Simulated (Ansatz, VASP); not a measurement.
Pt: VASP beside Ansatz

INCAR

```
ALGO = Fast ; EDIFF = 1E-6
ENCUT = 520 ; GGA = PS
ISIF = 2 ; ISMEAR = 0
LASPH = T ; LCHARG = F
LREAL = F ; LWAVE = F
NBANDS = 11 ; NELM = 60
PREC = Accurate ; SIGMA = 0.15
```

KPOINTS

```
k-points
0
Gamma
  20 20 20
```

The input POSCAR:

```
Pt
1.0
    0.0000000000      1.9579000000      2.0068475000
    1.9579000000      0.0000000000      2.0068475000
    1.9579000000      1.9579000000      0.0000000000
Pt
1
Direct
    0.0000000000      0.0000000000      0.0000000000
```

Input for Ansatz:

```yaml
crystal:
  lattice:
    - [0.0, 1.9579, 2.0068475]
    - [1.9579, 0.0, 2.0068475]
    - [1.9579, 1.9579, 0.0]
  atoms:
    - { symbol: Pt, position: [0.0, 0.0, 0.0] }
basis:
  ecutwfc: 420
kpoints:
  mp_grid: { grid: [20, 20, 20] }
hamiltonian:
  xc: pbesol
scf:
  occupations: { method: gaussian, width: 0.15 }
output:
  forces: true
  stress: true
  eigenvalues: true
```

Change from the starting cell: strain +0.000 along x and y, +0.025 along z, atoms carried along.

Alike in both runs: task single point; functional PBEsol; k mesh 20 × 20 × 20; occupations gaussian, width 0.15 eV; no spin polarisation.

|  | VASP | Ansatz |
| --- | --- | --- |
| version | VASP 6.6.1 | Ansatz 0.2.0 |
| potentials or method | VASP PAW PBE potentials, release 64 (Pt) | scalar-relativistic, plane waves, PAW |
| plane-wave cutoff (eV) | 520 | 420 |
| valence electrons in the cell | 10 | 18 |

|  | VASP | Ansatz | Ansatz less VASP |
| --- | --- | --- | --- |
| gap on the k mesh at the Fermi level (eV) | none | none | - |
| pressure (GPa) | -6.5 | -6.0 | +0.42 |
| largest component of the traceless stress (GPa) | 1.71 | 1.72 | +0.009 |

A gap of «none» marks a metal or a gap that the smearing closes. The two sets of potentials don't hold the same shells in valence.

Caveats: the PAW data sets were made with another functional, which shifts forces and pressure a little (VASP). Spin-orbit coupling is left out, which matters for the levels of Pt.
